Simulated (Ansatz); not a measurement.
# Sn: stationary points along a deformation path

Computed with DFT r2SCAN, scalar-relativistic, plane waves, PAW (Ansatz). Cutoff 500 eV, Γ-centred 20×20×20 k-points, Gaussian smearing of 0.15 eV. No spin polarisation. Energies are free energies at this smearing, counted from the undisturbed cell; pressure is positive in compression.

The starting cell (as given, not relaxed at this level; it stands at -0.7 GPa; this bcc form isn't the usual structure):

```
Sn
1.0
    -1.89465    1.89465    1.89465
     1.89465   -1.89465    1.89465
     1.89465    1.89465   -1.89465
Sn
1
Cartesian
  0.0000 0.0000 0.0000
```

At fixed volume and fractional coordinates, lengths along (0.000, 0.000, 1.000) are scaled against those across it; ρ is that ratio over its starting value. V = 27.205 Å³/atom. Δσ is the stress along the axis less the mean stress across it (compression positive).

| ρ | ΔE (meV/atom) | Δσ (GPa) | space group |
| --- | --- | --- | --- |
| 0.650 | 137.1 | 14.60 | I4/mmm |
| 0.707 | 35.8 | 7.46 | I4/mmm |
| 0.780 | -11.1 | 2.25 | I4/mmm |
| 0.850 | -16.3 | -0.14 | I4/mmm |
| 0.920 | -8.7 | -1.48 | I4/mmm |
| 0.960 | -2.2 | -1.10 | I4/mmm |
| 1.000 | 0.0 | 0.00 | Im-3m |
| 1.050 | -1.2 | 0.63 | I4/mmm |
| 1.100 | -4.6 | 0.63 | I4/mmm |
| 1.200 | -5.5 | -0.17 | I4/mmm |
| 1.300 | -4.7 | -0.52 | I4/mmm |
| 1.414 | -1.0 | 0.00 | Fm-3m |
| 1.500 | -3.0 | 0.18 | I4/mmm |

Question: How does the stress give the slope of the energy, and where is the energy stationary?

Answer: Along the path d ln(length) is 2/3 d ln ρ on the axis and −1/3 d ln ρ across it, so dE/d ln ρ = −(2/3) V Δσ: the energy falls with ρ where Δσ is positive. Δσ vanishes or changes sign between ρ = 0.780 and 0.850, a minimum (near 0.85 by linear interpolation); at ρ = 1.000 (Im-3m), a maximum at 0.0 meV/atom; between ρ = 1.100 and 1.200, a minimum (near 1.18 by linear interpolation); at ρ = 1.414 (Fm-3m), a maximum at -1.0 meV/atom. Pairs of stationary points between two samples would go unseen, and could change a minimum read from distant neighbours into a maximum. At ρ = 1.000, 1.414 the cell is cubic, where symmetry alone makes the stress isotropic and the slope zero.

Question: Which shear constant sets the curvature at ρ = 1?

Answer: For a cubic crystal E/V = (2/3) C (ln ρ)² with C = C′ = (C11 − C12)/2, so Δσ = −2C ln ρ. The parabola of Δσ against ln ρ through ρ = 0.960, 1 and 1.050 gives C ≈ -10.3 GPa with the ions clamped, rough because the steps are large. It is the stress–strain coefficient at this cell's pressure of -0.7 GPa, not the zero-pressure constant. It is negative, so the cubic cell is unstable to this shear.

Question: Integrate that slope from ρ = 1 to 0.850 by the trapezoid rule.

Answer: With V/N in Å³ and 1 eV/Å³ = 160.2 GPa the slopes at ρ = 1.000, 0.960, 0.920, 0.850 are 0, 125, 167, 16 meV/atom per unit of ln ρ. The steps add (-2.5) + (-6.2) + (-7.2) = -16.0 meV/atom, against -16.3 from the energies; the trapezoid rule misses the curvature of the slope within each step.

Question: Is the start the lowest point of the path?

Answer: No: ρ = 0.850 lies 16.3 meV/atom lower, with no sampled rise above the start on the way. Volume and inner coordinates are held, so a relaxed structure there would lie lower still.

In a metal these slopes depend on the k mesh and the smearing.